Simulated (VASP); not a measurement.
A run of VASP 6.6.1:

Contents of INCAR:

```
SYSTEM = N
PREC = Accurate
ENCUT = 400
EDIFF = 1E-6
ISMEAR = 0
SIGMA = 0.01
LREAL = .FALSE.
LASPH = .TRUE.
NELM = 100
ALGO = Normal
ISIF = 2
LWAVE = .FALSE.
LCHARG = .FALSE.
GGA = PE
IVDW = 13
NBANDS = 12
ISYM = 0
```

Contents of KPOINTS:

```
regular mesh
0
G
  1 1 1
  0 0 0
```

Contents of POSCAR:

```
N                                       
1.0
   11.4414717937      0.0000000000      0.0000000000
    0.0000000000     11.9414717937      0.0000000000
    0.0000000000      0.0000000000     12.4414717937
  N             
     2
Selective dynamics
Direct
     0.5214622657000021    0.5159199176000016    0.4621639702999971   F   F   F
     0.4777975864411552    0.4920518644329004    0.5391389000487088   T   T   T
```

Potentials or basis: VASP PAW PBE potentials, release 64 (N).

Command:

```bash
$ cat potpaw_PBE.64/N/POTCAR > POTCAR
$ mpirun -np 4 vasp_gam > vasp.out
```

Hardware: 4 MPI ranks on Intel(R) Xeon(R) Platinum 8488C (Sapphire Rapids), on a shared host.

**Question.** How long does it take, and how much memory?

**Answer.** Run time: 24 s on 4 MPI ranks on Intel(R) Xeon(R) Platinum 8488C (Sapphire Rapids), with other jobs on the host, peak memory 0.33 GiB a rank. Counts: scf iterations 21, k points 1.
